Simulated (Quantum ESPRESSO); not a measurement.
Crystal: TaS2.

```
CELL_PARAMETERS angstrom
3.35000 0.00000 0.00000
-1.67500 2.90119 0.00000
0.00000 0.00000 5.86000
ATOMIC_POSITIONS crystal
Ta 0.00000 0.00000 0.00000
S 0.66667 0.33333 0.75000
S 0.33333 0.66667 0.25000
```

- Program: Quantum ESPRESSO 7.5
- Task: relaxation of cell and atoms
- Functional: PW86PBE
- Dispersion: D4
- Potentials or basis: PseudoDojo 0.4.1 SR PBE standard
- Cutoff: 789 eV
- Density cutoff: 3157 eV
- k mesh: 9 × 9 × 5
- Occupations: fermi-dirac, width 0.05 eV
- Spin: no spin polarisation

At the start: pressure 9.8 GPa; volume 18.98 Å³/atom.

Task: Where does the relaxation end?

Result: Over 4 steps the energy falls by 45.9 meV/atom and the volume is 19.72 Å³/atom (+3.9 %); space group P-3m1 (No. 164, to 0.05 Å).

Step by step:
| step | energy change (eV) | largest force (eV/Å) | pressure (GPa) | volume (Å³) |
| --- | --- | --- | --- | --- |
| 1 | 0.0000 | 1.4787 | 9.77 | 56.95 |
| 2 | -0.0939 | 0.8155 | 5.29 | 57.90 |
| 3 | -0.1376 | 0.0516 | 0.30 | 59.09 |
| 4 | -0.1378 | 0.0043 | 0.00 | 59.17 |

Final structure:
```
CELL_PARAMETERS angstrom
3.38830 0.00000 0.00000
-1.69415 2.93435 0.00000
0.00000 0.00000 5.95137
ATOMIC_POSITIONS crystal
Ta 0.00000 0.00000 0.00000
S 0.66667 0.33333 0.74162
S 0.33333 0.66667 0.25838
```

Caveat: the potentials were made for another functional, which shifts forces and pressure.
